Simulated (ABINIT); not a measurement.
Runs of ABINIT 10.8.3 (patched build) on WS2. The structure is trigonal, space group R3m (No. 160). The conventional cell has a = 3.158 Å, b = 3.158 Å, c = 18.490 Å, α = 90.00°, β = 90.00°, γ = 120.00°. Around W (site symmetry 3m) lie 6 S at 2.39 to 2.42 Å. S (site symmetry 3m) is surrounded by 3 W at 2.42 Å. Around S (site symmetry 3m) lie 3 W at 2.39 Å. Measurements of this composition are mostly on another form, of space group No. 194.

| task | level | potentials or basis | k mesh | cutoff (eV) | smearing | k points of the masses | bands of the masses | stop of the response cycle (tolvrs) | acoustic sum rule (asr) | bands in the sums | gap on the mesh (eV) | pressure (GPa) | largest force (eV/Å) |
| --- | --- | --- | --- | --- | --- | --- | --- | --- | --- | --- | --- | --- | --- |
| effective masses | PBEsol | PseudoDojo NC SR PBEsol v0.4.1 standard | 7 × 7 × 7 | 844 | fixed | [[0.5, 0.5, 0.5], [-0.25, 0.125, 0.0]] | [[13, 13], [14, 14]] | - | - | - | - | -0.7 | 0.60 |
| single point | PBEsol | PseudoDojo NC SR PBEsol v0.4.1 standard | 8 × 8 × 8 | 844 | fermi-dirac 0.05 eV | - | - | - | - | - | 1.12 | -0.7 | 0.60 |
| single point | LDA | PseudoDojo NC SR LDA v0.4.1 standard | 8 × 8 × 8 | 816 | fermi-dirac 0.05 eV | - | - | - | - | - | (a) | -4.1 | 0.59 |
| dielectric tensor | LDA | PseudoDojo NC SR LDA v0.4.1 standard | 8 × 8 × 8 | 816 | fixed | - | - | 1e-08 | 1 | - | - | -4.1 | 0.59 |
| one-shot levels of the hybrid HF | LDA | PseudoDojo NC SR LDA v0.4.1 standard | 6 × 6 × 6 | 816 | fixed | - | - | - | - | 21 | 0.95 | - | - |
| Berry-phase polarisation | PBEsol | PseudoDojo NC SR PBEsol v0.4.1 standard | 8 × 8 × 8 | 844 | fixed | - | - | - | - | - | - | -0.7 | 0.60 |

Alike in all rows: no spin polarisation; cell as given.

Problem. Fill in the values left out.

Solution. (a) 1.10.

Caveats: the cutoff is short for stress, so the pressure is rough (some runs); spin-orbit coupling is left out, which moves the levels of the heavy elements (some runs); the masses are taken at a mesh point that needn't be the band's extremum (some runs); the cell is more than 3 GPa from zero pressure, which shifts response properties (some runs).

A k mesh can miss the band edges, and the runs leave out spin-orbit coupling on W.
